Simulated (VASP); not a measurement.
Pb:

```
CELL_PARAMETERS angstrom
0.00000 2.47502 2.47502
2.47502 0.00000 2.47502
2.47502 2.47502 0.00000
ATOMIC_POSITIONS crystal
Pb 0.00000 0.00000 0.00000
```

- Program: VASP 6.6.1
- Task: relaxation of cell and atoms
- Functional: PBEsol
- Dispersion: D3
- Potentials or basis: VASP PAW PBE potentials, release 64 (Pb_d)
- Cutoff: 600 eV
- k mesh: 9 × 9 × 9
- Occupations: fermi-dirac, width 0.05 eV
- Spin: no spin polarisation

At the start: pressure -1.9 GPa; volume 30.32 Å³/atom.

Question: How do energy, volume and symmetry change on relaxing?

Answer: Over 3 steps the energy falls by 7.0 meV/atom and the volume is 29.17 Å³/atom (-3.8 %); space group Fm-3m (No. 225, to 0.05 Å).

The path:
| step | energy change (eV) | largest force (eV/Å) | pressure (GPa) | volume (Å³) |
| --- | --- | --- | --- | --- |
| 1 | 0.0000 | 0.0000 | -1.88 | 30.32 |
| 2 | -0.0061 | 0.0000 | 0.73 | 28.79 |
| 3 | -0.0070 | 0.0000 | -0.01 | 29.17 |

Final structure:
```cif
data_structure
_symmetry_space_group_name_H-M 'P 1'
_symmetry_Int_Tables_number 1
_cell_length_a 3.4554
_cell_length_b 3.4554
_cell_length_c 3.4554
_cell_angle_alpha 60.000
_cell_angle_beta 60.000
_cell_angle_gamma 60.000
_cell_volume 29.17
loop_
_atom_site_label
_atom_site_type_symbol
_atom_site_fract_x
_atom_site_fract_y
_atom_site_fract_z
_atom_site_occupancy
Pb1 Pb 0.00000 0.00000 0.00000 1
```

The cell as given is a measured one (30.32 Å³/atom); PBEsol+D3 puts the equilibrium volume -3.8 % from it, thermal expansion not counted.

Caveat: the PAW data sets were made with another functional, which shifts forces and pressure a little; pairwise dispersion overbinds metals, which lowers pressure and volume.
